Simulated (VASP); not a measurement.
# InP (F-43m) in VASP: single point with PBE+D3(BJ)

Aim: the single point of InP with PBE+D3(BJ).

Everything below comes from runs of VASP 6.6.1. Logs are shortened: lines on timing, memory, paths and dates and some standing lists are left out, and cuts for length are marked.

**Experimental background.**

A printed reference work, data compilation reports, for a bulk crystal of InP at 1.6 K: band gap 1.4236 eV (direct).

The runs below are set against these values where they give the same quantity.

### 1 The cell of the first run

The structure is cubic, space group F-43m (No. 216). The conventional cell has a = 5.895 Å, b = 5.895 Å, c = 5.895 Å, α = 90.00°, β = 90.00°, γ = 90.00°. In (site symmetry -43m) has 4 P at 2.55 Å within 3.4 Å. Within 3.4 Å of P (site symmetry -43m) lie 4 In at 2.55 Å.

### 2 Single point, PBE+D3(BJ)

INCAR

```
SYSTEM = InP
  ALGO = Normal
  EDIFF = 1E-6
  ENCUT = 500
  GGA = PE
  GGA_COMPAT = .FALSE.
  ISIF = 2
  ISMEAR = 0
  ISYM = 0
  IVDW = 12
  LASPH = .TRUE.
  LCHARG = .FALSE.
  LREAL = .FALSE.
  LWAVE = .FALSE.
  NBANDS = 16
  NELM = 120
  PREC = Accurate
  SIGMA = 0.02
```

KPOINTS

```
Automatic mesh
0
Gamma
  10 10 10
  0.5 0.5 0.5
```

POSCAR

```
InP
1.0
    0.0000000000      2.9472946899      2.9472946899
    2.9472946899      0.0000000000      2.9472946899
    2.9472946899      2.9472946899      0.0000000000
In P
1 1
Direct
    0.0000000000      0.0000000000      0.0000000000
    0.2500000000      0.2500000000      0.2500000000
```

Potentials or basis: VASP PAW PBE potentials, release 64 (In_d, P).

On the command line:

```
cat potpaw_PBE.64/In_d/POTCAR potpaw_PBE.64/P/POTCAR > POTCAR
mpirun -np 1 vasp_std > vasp.out
```

OUTCAR:

```text
SYSTEM = InP
   EDIFF = 1E-6
   ENCUT = 500
   GGA = PE
   ISIF = 2
   ISMEAR = 0
   ISYM = 0
   IVDW = 12
   LASPH = .TRUE.
   LREAL = .FALSE.
   NELM = 120
   PREC = Accurate
 IVDW          = 12

 ion  position               nearest neighbor table
   1  0.000  0.000  0.000-   2 2.55   2 2.55   2 2.55   2 2.55
   2  0.250  0.250  0.250-   1 2.55   1 2.55   1 2.55   1 2.55

IMPORTANT INFORMATION: All symmetrisations will be switched off!
NOSYMM: (Re-)initialisation of all symmetry stuff for point group C_1.

----------------------------------------------------------------------------------------

                                     Primitive cell

  volume of cell :      51.2036

  direct lattice vectors                    reciprocal lattice vectors
     0.000000000  2.947294690  2.947294690    -0.169647101  0.169647101  0.169647101
     2.947294690  0.000000000  2.947294690     0.169647101 -0.169647101  0.169647101
     2.947294690  2.947294690  0.000000000     0.169647101  0.169647101 -0.169647101

  length of vectors
     4.168104123  4.168104123  4.168104123     0.293837398  0.293837398  0.293837398

  position of ions in fractional coordinates (direct lattice)
     0.000000000  0.000000000  0.000000000
     0.250000000  0.250000000  0.250000000

  ion indices of the primitive-cell ions
   primitive index   ion index
                 1           1
                 2           2

----------------------------------------------------------------------------------------

 KPOINTS: Automatic mesh

Automatic generation of k-mesh.
 Grid dimensions read from file:
 generate k-points for:   10   10   10

 Generating k-lattice:

  Cartesian coordinates                     Fractional coordinates (reciprocal lattice)
    -0.016964710  0.016964710  0.016964710     0.100000000  0.000000000  0.000000000
     0.016964710 -0.016964710  0.016964710     0.000000000  0.100000000  0.000000000
     0.016964710  0.016964710 -0.016964710     0.000000000  0.000000000  0.100000000

  Length of vectors
     0.029383740  0.029383740  0.029383740

  Shift w.r.t. Gamma in fractional coordinates (k-lattice)
     0.500000000  0.500000000  0.500000000

 Subroutine IBZKPT returns following result:
 ===========================================

 Found   2000 irreducible k-points:

 Following reciprocal coordinates:
            Coordinates               Weight
  0.050000  0.050000  0.050000      2.000000
  0.050000  0.000000  0.000000      2.000000
  0.000000  0.000000 -0.050000      2.000000
  0.000000  0.050000  0.000000      2.000000
  0.150000  0.050000  0.050000      2.000000
  0.050000  0.150000  0.050000      2.000000
[... 16 lines left out ...]
  0.000000  0.200000 -0.050000      2.000000
  0.200000  0.000000 -0.050000      2.000000
 [... further k-points ...]
   k-points           NKPTS =   2000   k-points in BZ     NKDIM =   2000   number of bands    NBANDS=     16
   number of dos      NEDOS =    301   number of ions     NIONS =      2
   total plane-waves  NPLWV =  27000
   dimension x,y,z NGX =    30 NGY =   30 NGZ =   30
   dimension x,y,z NGXF=    60 NGYF=   60 NGZF=   60
   ions per type =               1   1
   NGX,Y,Z   is equivalent  to a cutoff of  11.97, 11.97, 11.97 a.u.
   NGXF,Y,Z  is equivalent  to a cutoff of  23.93, 23.93, 23.93 a.u.
 SYSTEM =  InP
   PREC   = accura    normal or accurate (medium, high low for compatibility)
   ISTART =      0    job   : 0-new  1-cont  2-samecut
   ICHARG =      2    charge: 1-file 2-atom 10-const
   ISPIN  =      1    spin polarized calculation?
   LNONCOLLINEAR =      F non collinear calculations
   LSORBIT =      F    spin-orbit coupling
   LASPH  =      T    aspherical Exc in radial PAW
   ENCUT  =  500.0 eV  36.75 Ry    6.06 a.u.   7.60  7.60  7.60*2*pi/ulx,y,z
   NELM   =    120;   NELMIN=  2; NELMDL= -5     # of ELM steps
   EDIFF  = 0.1E-05   stopping-criterion for ELM
   LREAL  =      F    real-space projection
   EDIFFG = 0.1E-04   stopping-criterion for IOM
   NSW    =      0    number of steps for IOM
   IBRION =     -1    ionic relax: 0-MD 1-quasi-New 2-CG
   NFREE  =      0    steps in history (QN), initial steepest desc. (CG)
   ISIF   =      2    stress and relaxation
   ISYM   =      0    0-nonsym 1-usesym 2-fastsym
   POTIM  = 0.5000    time-step for ionic-motion
   TEBEG  =    0.0;   TEEND  =   0.0 temperature during run
   PSTRESS=    0.0 pullay stress
   NELECT =      18.0000    total number of electrons
   NUPDOWN=      -1.0000    fix difference up-down
   EMIN   =  10.00;   EMAX   =-10.00  energy-range for DOS
   EFERMI =   0.00;   METHOD = LEGACY
   ISMEAR =     0;   SIGMA  =   0.02  broadening in eV -4-tet -1-fermi 0-gaus
   EFERMI_NEDOS =   21; number of points for ismear=-14 and -15
   IALGO  =     38    algorithm
   IMIX   =      4    mixing-type and parameters
     AMIX     =   0.40;   BMIX     =  1.00
     AMIX_MAG =   1.60;   BMIX_MAG =  1.00
  volume/ion in A,a.u.               =      25.60       172.77
  Fermi-wavevector in a.u.,A,eV,Ry     =   1.155399  2.183388 18.163064  1.334948
  Thomas-Fermi vector in A             =   2.292028
   LORBIT       =      0    0 simple, 1 ext, 2 COOP (PROOUT), +10 PAW based schemes
   GGA     = PE    functional components
   LHFCALC =     F    Hartree Fock is set to
   AEXX    =    0.0000 exact exchange contribution
   IVDW    =    12    specifies the selected vdW correction
   LEPSILON=     F    determine dielectric tensor
   LRPA    =     F    only Hartree local field effects (RPA)
 non-spin polarized calculation
 Gauss-broadening in eV      SIGMA  =   0.02
  energy-cutoff  :      500.00
  volume of cell :       51.20
 maximum number of plane-waves:      1319
   NGX = 15   NGY = 15   NGZ = 15

 number of electron      18.0000000 magnetization

 Free energy of the ion-electron system (eV)
  ---------------------------------------------------
  ext. energy  EPLUGINS =         0.00000000
  ---------------------------------------------------
  free energy    TOTEN  =        -8.39772522 eV

  energy without entropy =       -8.39772522  energy(sigma->0) =       -8.39772522

 E-fermi :   5.0501     XC(G=0):  -9.2079

 val. band max:        4.9693554827   @ k =   0.0500   0.0000   0.0000
 cond. band min:       5.9906571114   @ k =   0.0500   0.0000   0.0000
 fundamental gap:      1.0213016287
 Fermi energy:         5.0500723427

 k-point     1 :       0.0500    0.0500    0.0500
  band No.  band energies     occupation
      1      -9.1523      2.00000
      2      -9.1481      2.00000
      3      -9.1481      2.00000
      4      -9.0056      2.00000
      5      -9.0056      2.00000
      6      -6.3716      2.00000
[... 8 lines left out ...]
     15      14.2603      0.00000
     16      14.2603      0.00000

 k-point     2 :       0.0500    0.0000    0.0000
  band No.  band energies     occupation
      1      -9.1523      2.00000
      2      -9.1481      2.00000
      3      -9.1481      2.00000
      4      -9.0056      2.00000
      5      -9.0056      2.00000
      6      -6.3716      2.00000
[... 8 lines left out ...]
     15      14.2603      0.00000
     16      14.2603      0.00000

 k-point     3 :       0.0000    0.0000   -0.0500
  band No.  band energies     occupation
      1      -9.1523      2.00000
      2      -9.1481      2.00000
      3      -9.1481      2.00000
      4      -9.0056      2.00000
      5      -9.0056      2.00000
      6      -6.3716      2.00000
[... 8 lines left out ...]
     15      14.2603      0.00000
     16      14.2603      0.00000

 k-point     4 :       0.0000    0.0500    0.0000
  band No.  band energies     occupation
      1      -9.1523      2.00000
      2      -9.1481      2.00000
      3      -9.1481      2.00000
      4      -9.0056      2.00000
      5      -9.0056      2.00000
      6      -6.3716      2.00000
[... 8 lines left out ...]
     15      14.2603      0.00000
     16      14.2603      0.00000

 k-point     5 :       0.1500    0.0500    0.0500
  band No.  band energies     occupation
      1      -9.1680      2.00000
      2      -9.1432      2.00000
      3      -9.1400      2.00000
      4      -9.0071      2.00000
      5      -9.0040      2.00000
      6      -6.2237      2.00000
[... 8 lines left out ...]
     15      13.9766      0.00000
     16      14.3565      0.00000

 k-point     6 :       0.0500    0.1500    0.0500
  band No.  band energies     occupation
      1      -9.1680      2.00000
      2      -9.1432      2.00000
      3      -9.1400      2.00000
      4      -9.0071      2.00000
      5      -9.0040      2.00000
      6      -6.2237      2.00000
[... 8 lines left out ...]
     15      13.9766      0.00000
     16      14.3565      0.00000
[... 267 lines left out ...]
 k-point    21 :       0.2500    0.2000    0.2000
  band No.  band energies     occupation
      1      -9.1982      2.00000
      2      -9.1317      2.00000
      3      -9.1282      2.00000
      4      -9.0070      2.00000
      5      -9.0016      2.00000
      6      -5.8728      2.00000
[... 8 lines left out ...]
     15      13.7666      0.00000
     16      14.5390      0.00000

 k-point    22 :       0.0500   -0.2000    0.0000
  band No.  band energies     occupation
      1      -9.1982      2.00000
      2      -9.1317      2.00000
      3      -9.1282      2.00000
      4      -9.0070      2.00000
      5      -9.0016      2.00000
      6      -5.8728      2.00000
[... 8 lines left out ...]
     15      13.7666      0.00000
     16      14.5390      0.00000

 k-point    23 :       0.0000    0.2000   -0.0500
  band No.  band energies     occupation
      1      -9.1982      2.00000
      2      -9.1317      2.00000
      3      -9.1282      2.00000
      4      -9.0070      2.00000
      5      -9.0016      2.00000
      6      -5.8728      2.00000
[... 8 lines left out ...]
     15      13.7666      0.00000
     16      14.5390      0.00000

 k-point    24 :       0.2000    0.0000   -0.0500
  band No.  band energies     occupation
      1      -9.1982      2.00000
      2      -9.1317      2.00000
      3      -9.1282      2.00000
      4      -9.0070      2.00000
      5      -9.0016      2.00000
      6      -5.8728      2.00000
[... 8 lines left out ...]
     15      13.7666      0.00000
     16      14.5390      0.00000

 [... further k-points ...]

------------------------ aborting loop because EDIFF is reached ----------------------------------------

 Edisp (eV)   -0.61551

 E8    (eV) :    -0.2736

  FORCE on cell =-STRESS in cart. coord.  units (eV):
  Direction    XX          YY          ZZ          XY          YZ          ZX
  --------------------------------------------------------------------------------------
  -------------------------------------------------------------------------------------
  Total      -0.02486    -0.02486    -0.02486     0.00000     0.00000     0.00000
  in kB      -0.77797    -0.77796    -0.77802     0.00002     0.00010     0.00012
  external pressure =       -0.78 kB  Pullay stress =        0.00 kB

 VOLUME and BASIS-vectors are now :
 -----------------------------------------------------------------------------
  energy-cutoff  :      500.00
  volume of cell :       51.20
      direct lattice vectors                 reciprocal lattice vectors
     0.000000000  2.947294690  2.947294690    -0.169647101  0.169647101  0.169647101
     2.947294690  0.000000000  2.947294690     0.169647101 -0.169647101  0.169647101
     2.947294690  2.947294690  0.000000000     0.169647101  0.169647101 -0.169647101

 POSITION                                       TOTAL-FORCE (eV/Angst)
 -----------------------------------------------------------------------------------
      0.00000      0.00000      0.00000        -0.000002     -0.000000     -0.000001
      1.47365      1.47365      1.47365         0.000002      0.000000      0.000001
 -----------------------------------------------------------------------------------
    total drift:                               -0.000001     -0.000000     -0.000001

  FREE ENERGIE OF THE ION-ELECTRON SYSTEM (eV)
  ---------------------------------------------------
  free  energy   TOTEN  =        -9.0132372044 eV

  energy  without entropy=       -9.0132372044  energy(sigma->0) =       -9.01323720
```

Wall time 27 min (1 thread of Oxide Virtual Turin-like, shared host); peak memory 1.4 GiB.

Results:

```yaml
Free_energy: -9.0132 eV
Pressure: -0.1 GPa
Band_gap_on_the_k_mesh: 1.02 eV
Dispersion_energy_per_atom: -0.308 eV
```

Caveat: spin-orbit coupling is left out, which moves the levels of the heavy elements; a shifted mesh leaves out Γ, where band edges can lie.

### 3 Comparison with measurements

Step 2. Against the measured gap of InP, 1.4236 eV (direct; 1.6 K; a printed reference work, data compilation), the calculated 1.02 eV is off by -0.40 eV. Spin-orbit coupling on In is left out. The value is that of PBE+D3(BJ) on a finite k mesh, which can miss the band edges, without temperature or zero-point motion. Semilocal functionals fall short of measured gaps as a rule.
